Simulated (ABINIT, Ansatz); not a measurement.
Cost and result for the equilibrium volume of KZnF3

**What was measured.** The equilibrium volume of KZnF3 (Pm-3m) is reported as 13.34 Å³/atom (a printed reference work). The runs below try to reproduce it.

```cif
data_structure
_symmetry_space_group_name_H-M 'Pm-3m'
_symmetry_Int_Tables_number 221
_cell_length_a 4.0500
_cell_length_b 4.0500
_cell_length_c 4.0500
_cell_angle_alpha 90.000
_cell_angle_beta 90.000
_cell_angle_gamma 90.000
_cell_volume 66.43
loop_
_atom_site_label
_atom_site_type_symbol
_atom_site_symmetry_multiplicity
_atom_site_Wyckoff_symbol
_atom_site_fract_x
_atom_site_fract_y
_atom_site_fract_z
_atom_site_occupancy
Zn1 Zn 1 b 0.50000 0.50000 0.50000 1
K1 K 1 a 0.00000 0.00000 0.00000 1
F1 F 3 c 0.50000 0.00000 0.50000 1
```

```csv
rung,level,program and potentials,cutoff (eV),k mesh,smearing,task,core time,chip,equilibrium volume (Å³/atom),miss,notes
GGA,PBEsol,"Ansatz, all-electron LAPW, scalar-relativistic",-,7 × 7 × 7,fermi-dirac 0.05,equation of state,1.7 min,Intel Xeon 6975P-C Granite Rapids,13.30,-0.3 %,-
GGA,PBE,"ABINIT, SPMS NC PBE v1.0",1088,5 × 5 × 5,fermi-dirac 0.05,relaxation of cell and atoms,3.5 min,AMD EPYC 9R45 Zen 5,14.01,+5.0 %,10 valence electrons an atom on average
LDA,LDA,"ABINIT, PseudoDojo NC SR LDA v0.4.1 standard",1143,5 × 5 × 5,fermi-dirac 0.05,relaxation of cell and atoms,4.3 min,AMD EPYC 9R45 Zen 5,12.49,-6.4 %,10 valence electrons an atom on average
LDA,LDA,"ABINIT, JTH PAW LDA v2.0",626,5 × 5 × 5,fermi-dirac 0.05,relaxation of cell and atoms,9.5 min,Intel Xeon Platinum 8259CL Skylake/Cascade Lake,12.54,-6.0 %,8.4 valence electrons an atom on average
```

Times are single runs on shared hosts and different chips, so they are rough; meshes, cutoffs and the tasks' sizes weigh on the time. All rows: no spin polarisation. Smearing widths are in eV. Meshes differ between rows, which moves values too. Meshes are those of the run's cell of 5 atoms unless a note names another. Relaxations start from the cell shown or near it and stop with a little pressure left. Misses use the values as printed. Runs on faulty files, with rough fits or with known faults for this quantity aren't shown. No row holds spin-orbit coupling.

By rung: LDA 12.49 to 12.54; GGA 13.30 to 14.01 (Å³/atom). Measured: 13.34 Å³/atom (a printed reference work). Closest is PBEsol (-0.3 %). The runs are for a static lattice, while measurements hold temperature and zero-point motion.
